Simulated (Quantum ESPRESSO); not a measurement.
The system is Ti.

```
Ti
1.0
     4.56737    0.00000    0.00000
    -2.28369    3.95546    0.00000
     0.00000    0.00000    2.82624
Ti
3
Direct
  0.66667 0.33333 0.50000
  0.33333 0.66667 0.50000
  0.00000 0.00000 0.00000
```

This isn't the form of Ti at room conditions, which is hcp.

| Quantity | Value |
| --- | --- |
| Program | Quantum ESPRESSO 7.5 |
| Task | phonons |
| Functional | PBE |
| Potentials or basis | JTH 2.0 PBE |
| Cutoff | 490 eV |
| Density cutoff | 2939 eV |
| k mesh | 7 × 7 × 9 |
| Occupations | gaussian, width 0.2 eV |
| Spin | no spin polarisation |
| Mixing beta | 0.5 |
| Most SCF iterations | 120 |
| SCF threshold | 6e-10 Ry |

The cell and the atoms were relaxed first, to 17.22 Å³/atom (a = 4.586 Å, b = 4.586 Å, c = 2.837 Å, α = 90.00°, β = 90.00°, γ = 120.00°), and the response was taken there.

Task: Where do the zone-centre optical modes lie?

Result: B1g at 130 cm⁻¹ (silent); E1u at 151 cm⁻¹ (IR); E2g at 187 cm⁻¹ (Raman); A2u at 217 cm⁻¹ (IR).

Optical modes at Γ, degenerate ones joined:
```csv
cm⁻¹,components,symmetry,active in
130,1,B1g,silent
151,2,E1u,IR
187,2,E2g,Raman
217,1,A2u,IR
```

Caveat: the mesh is thin for the phonons of a metal; the cutoff is low for these files, which shifts pressure and relaxed volume.
